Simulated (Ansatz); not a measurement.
# GaN: single point with PBE

**Measured values to compare with.**

From a printed reference work, textbook, for a bulk crystal of GaN at 0 K: band gap 3.299 eV (direct).

Crystal: GaN.

```
CELL_PARAMETERS angstrom
0.00000 2.25350 2.25350
2.25350 0.00000 2.25350
2.25350 2.25350 0.00000
ATOMIC_POSITIONS crystal
Ga 0.00000 0.00000 0.00000
N 0.25000 0.25000 0.25000
```

The cell is a database's computed one.

```yaml
Program: Ansatz 0.2.0
Task: single point
Functional: PBE
Potentials_or_basis: Ansatz PAW
Cutoff: "420 eV (not typed: the program's choice for these potentials)"
k_mesh: 10 × 10 × 10
Occupations: gaussian, width 0.016 eV
Spin: no spin polarisation
```

```yaml
Pressure: 5.0 GPa
Band_gap_on_the_k_mesh: 1.72 eV, direct
```

Levels at points of the mesh, in eV from the valence-band top:
```csv
k point,band 5,band 6,band 7,band 8,band 9,band 10,band 11,band 12,band 13
"(0.00, 0.00, 0.00)",-13.17,-13.17,0.00,0.00,0.00,1.72,10.31,10.31,10.31
"(0.00, 0.00, -0.50)",-13.12,-11.91,-7.03,-0.97,-0.97,4.64,8.72,10.36,10.36
"(0.00, -0.50, -0.50)",-13.09,-11.48,-6.12,-2.70,-2.70,3.35,6.67,11.70,13.95
```

It took 2.3 s on 2 threads of Intel(R) Xeon(R) Processor @ 2.50GHz (Skylake/Cascade Lake), on a shared host, peak memory 0.31 GiB.

Against the measured gap of GaN, 3.299 eV (direct; 0 K; a printed reference work, textbook), the calculated 1.72 eV is off by -1.58 eV. Spin-orbit coupling on Ga is left out. The value is that of PBE, without temperature or zero-point motion. Semilocal functionals fall short of measured gaps as a rule. The cell is a database's relaxed one, not the measured one, which moves gaps too.

Caveat: the pressure holds a Pulay correction of +0.5 GPa for the finite cutoff.
